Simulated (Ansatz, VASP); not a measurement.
CdS in VASP and in Ansatz

The input INCAR:

```
PREC = Accurate
ENCUT = 520
EDIFF = 1E-6
ISMEAR = -1
SIGMA = 0.02
LREAL = False
LASPH = True
NELM = 100
ALGO = Normal
ISIF = 2
LWAVE = False
LCHARG = True
GGA = PS
LELF = True
LVHAR = True
NBANDS = 16
```

The input KPOINTS:

```
Automatic mesh
0
Gamma
  7 7 7
```

POSCAR

```
CdS
1.0
    0.0000000000      3.0312420688      2.9429534649
    3.0312420688      0.0000000000      2.9429534649
    3.0312420688      3.0312420688      0.0000000000
Cd S
1 1
Direct
    0.0000000000      0.0000000000      0.0000000000
    0.7500000000      0.7500000000      0.7500000000
```

Input for Ansatz:

```yaml
crystal:
  lattice:
    - [0.0, 3.0312420688, 2.9429534649]
    - [3.0312420688, 0.0, 2.9429534649]
    - [3.0312420688, 3.0312420688, 0.0]
  atoms:
    - { symbol: Cd, position: [0.0, 0.0, 0.0] }
    - { symbol: S, position: [0.75, 0.75, 0.75] }
kpoints:
  mp_grid: { grid: [7, 7, 7] }
  band_path:
    path:
      - [0.0, 0.0, 0.0]
      - [0.0, 0.5, 0.5]
      - [0.25, 0.75, 0.5]
      - [0.0, 0.5, 0.0]
      - [0.0, 0.0, 0.0]
      - [0.5, 0.5, 0.0]
      - [0.3826125, 0.6173875, 0.0]
      - [-0.3826125, 0.3826125, 0.0]
      - [0.0, 0.0, 0.0]
    npoints: 5
scf:
  occupations: { method: fermi_dirac, width: 0.02 }
hamiltonian:
  xc: pbesol
  pseudopotentials: { kind: all_electron, lapw: { basis_error: 0.0005 } }
output:
  forces: true
  stress: true
  eigenvalues: true
```

Change from the starting cell: equal xx and yy strain of +3 %.

Alike in both runs: task single point; functional PBEsol; k mesh 7 × 7 × 7; occupations fermi-dirac, width 0.02 eV; no spin polarisation.

```csv
,VASP,Ansatz
version,VASP 6.6.1,Ansatz 0.2.0
potentials or method,"VASP PAW PBE potentials, release 64 (Cd, S)","all-electron LAPW, scalar-relativistic"
plane-wave cutoff (eV),520,see its input
```

Ansatz gave:

- gap on the k mesh at the Fermi level (eV): 0.77
- pressure (GPa): -4.5
- largest component of the traceless stress (GPa): 0.46

Question: Estimate VASP's values.

Answer: gap on the k mesh at the Fermi level (eV): 0.77; pressure (GPa): -4.3; largest component of the traceless stress (GPa): 0.45.

Ansatz ran all-electron here, so the differences hold the error of VASP's frozen core and of both bases.

Caveats: the PAW data sets were made with another functional, which shifts forces and pressure a little (VASP).
